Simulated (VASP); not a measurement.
# CaO in VASP 6.6.1, single-point calculation

INCAR

```
PREC = Accurate
EDIFF = 1E-7
LREAL = .FALSE.
NELM = 81
IMIX = 1
LASPH = .FALSE.
ENCUT = 520
GGA = PE
ISMEAR = -1
ISYM = 1
LWAVE = .FALSE.
LCHARG = .FALSE.
IBRION = -1
NBANDS = 15
NSW = 0
ISIF = 2
SIGMA = 0.02
AMIX = 0.2
```

KPOINTS

```
KPOINTS created by Atomic Simulation Environment
0
Gamma
10 10 10
0 0 0
```

POSCAR

```
Ca O
 1.0000000000000000
     0.0000000000000000    2.3495991112999999    2.4232666742000002
     2.3495991112999999    0.0000000000000000    2.4232666742000002
     2.3495991112999999    2.3495991112999999    0.0000000000000000
 Ca  O
   1   1
Cartesian
  0.0000000000000000  0.0000000000000000  0.0000000000000000
  2.3495991112999999  2.3495991112999999  2.4232666741999997
```

The recommended PBE PAW datasets give the neutral cell 16 valence electrons.

Command

```
mpirun -np 1 vasp_std
```

OSZICAR

```
N       E                     dE             d eps       ncg     rms          rms(c)
DAV:   1     0.123613531142E+03    0.12361E+03   -0.84608E+03  3060   0.110E+03
DAV:   2    -0.928389342036E+01   -0.13290E+03   -0.12410E+03  3768   0.292E+02
DAV:   3    -0.143545201038E+02   -0.50706E+01   -0.50408E+01  3749   0.590E+01
DAV:   4    -0.144859176354E+02   -0.13140E+00   -0.13133E+00  4235   0.848E+00
DAV:   5    -0.144873638239E+02   -0.14462E-02   -0.14461E-02  3746   0.773E-01    0.859E+00
DAV:   6    -0.130745762560E+02    0.14128E+01   -0.12164E+00  3557   0.111E+01    0.428E+00
DAV:   7    -0.128254165781E+02    0.24916E+00   -0.38661E-01  3851   0.527E+00    0.274E+00
DAV:   8    -0.127808153284E+02    0.44601E-01   -0.51869E-02  4241   0.186E+00    0.213E+00
DAV:   9    -0.127677091706E+02    0.13106E-01   -0.89302E-03  4250   0.753E-01    0.171E+00
DAV:  10    -0.127622504322E+02    0.54587E-02   -0.18129E-03  4152   0.395E-01    0.138E+00
...
DAV:  35    -0.127616270913E+02   -0.15920E-05   -0.18503E-07  3661   0.332E-03    0.698E-03
DAV:  36    -0.127616282184E+02   -0.11271E-05   -0.13048E-07  3665   0.277E-03    0.575E-03
DAV:  37    -0.127616290143E+02   -0.79585E-06   -0.91059E-08  3346   0.232E-03    0.475E-03
DAV:  38    -0.127616295743E+02   -0.56000E-06   -0.64048E-08  2896   0.199E-03    0.393E-03
DAV:  39    -0.127616299668E+02   -0.39252E-06   -0.49460E-08  2636   0.175E-03    0.325E-03
DAV:  40    -0.127616302419E+02   -0.27508E-06   -0.34868E-08  2496   0.145E-03    0.269E-03
DAV:  41    -0.127616304341E+02   -0.19225E-06   -0.24660E-08  2279   0.121E-03    0.223E-03
DAV:  42    -0.127616305679E+02   -0.13373E-06   -0.17293E-08  2034   0.102E-03    0.185E-03
DAV:  43    -0.127616306605E+02   -0.92680E-07   -0.12662E-08  1754   0.858E-04
   1 F= -.12761631E+02 E0= -.12761631E+02  d E =-.154030E-10
```

From OUTCAR

```
k-points           NKPTS =    102   k-points in BZ     NKDIM =    102   number of bands    NBANDS=     15

   NELECT =      16.0000    total number of electrons

   dimension x,y,z NGX =    28 NGY =   28 NGZ =   28
   dimension x,y,z NGXF=    56 NGYF=   56 NGZF=   56

  energy-cutoff  :      520.00
  volume of cell :       26.76
      direct lattice vectors                 reciprocal lattice vectors
     0.000000000  2.349599111  2.423266674    -0.212802260  0.212802260  0.206333048
     2.349599111  0.000000000  2.423266674     0.212802260 -0.212802260  0.206333048
     2.349599111  2.349599111  0.000000000     0.212802260  0.212802260 -0.206333048

 k-points in reciprocal lattice and weights: KPOINTS created by Atomic Simulation Env
   0.00000000  0.00000000  0.00000000       0.001
   0.10000000  0.00000000  0.00000000       0.008
   0.20000000  0.00000000  0.00000000       0.008
   0.30000000 -0.00000000  0.00000000       0.008
   0.40000000  0.00000000  0.00000000       0.008
   0.50000000 -0.00000000  0.00000000       0.004
   0.10000000  0.10000000  0.00000000       0.002
   0.20000000  0.10000000  0.00000000       0.008
   ...

 E-fermi :   2.9625

 k-point     1 :       0.0000    0.0000    0.0000
  band No.  band energies     occupation
      1     -34.9209      2.00000
      2     -15.6719      2.00000
      3     -15.6491      2.00000
      4     -15.6491      2.00000
      5     -13.0440      2.00000
      6       2.5069      2.00000
      7       2.5918      2.00000
      8       2.5918      2.00000
      9       7.5396      0.00000
     10       8.7358      0.00000
     11       8.9559      0.00000
     12       8.9559      0.00000
     13      10.3526      0.00000
     14      10.5953      0.00000
     15      17.8752      0.00000

 k-point     2 :       0.1000    0.0000    0.0000
  band No.  band energies     occupation
      1     -34.9094      2.00000
      2     -15.8292      2.00000
      3     -15.6725      2.00000
      4     -15.6530      2.00000
      5     -12.8647      2.00000
      6       2.1893      2.00000
      7       2.3949      2.00000
      8       2.4392      2.00000
      9       7.9981      0.00000
     10       8.8121      0.00000
     11       9.0353      0.00000
     12       9.1274      0.00000
     13      10.6062      0.00000
     14      10.8572      0.00000
     15      18.2992      0.00000

 k-point     3 :       0.2000    0.0000    0.0000
  band No.  band energies     occupation
      1     -34.8792      2.00000
      2     -16.2071      2.00000
      3     -15.6926      2.00000
      4     -15.6631      2.00000
      5     -12.4697      2.00000
      6       1.4017      2.00000
      7       2.0395      2.00000
      8       2.0742      2.00000
      9       8.8126      0.00000
     10       9.1199      0.00000
     11       9.5151      0.00000
     12       9.6020      0.00000
     13      11.2618      0.00000
     14      11.5326      0.00000
     15      18.9452      0.00000

 ...

  Total        1.5171258      1.5171258      0.5293848      0.0000000     -0.0000000     -0.0000000
  in kB       90.8475933     90.8475933     31.7002924      0.0000000     -0.0000000     -0.0000000
  external PRESSURE =      71.1318263 kB  Pullay stress =       0.0000000 kB

 POSITION                                       TOTAL-FORCE (eV/Angst)
 -----------------------------------------------------------------------------------
      0.00000      0.00000      0.00000        -0.000000      0.000000     -0.000000
      2.34960      2.34960      2.42327         0.000000     -0.000000      0.000000
 -----------------------------------------------------------------------------------
    total drift:                                0.000000      0.000000      0.000000

  FREE ENERGIE OF THE ION-ELECTRON SYSTEM (eV)
  ---------------------------------------------------
  free  energy   TOTEN  =       -12.7616306605 eV

  energy  without entropy=      -12.7616306605  energy(sigma->0) =      -12.76163066
```

It converged. Results: gap between bands v and c on the k mesh 3.56 eV; least direct gap on the k mesh 3.95 eV; pressure 7.1 GPa. Band v is the last that the valence electrons fill when counted band by band, and c is the next.

For comparison, a separate PBE run of the intended cell, on usual settings and not on those above, gives a gap of 3.57 eV on its mesh and a pressure of 7.1 GPa.

The run above took about 2.4 min on one core of a shared host (Intel Xeon Platinum 8488C) and held 0.18 GiB at most.
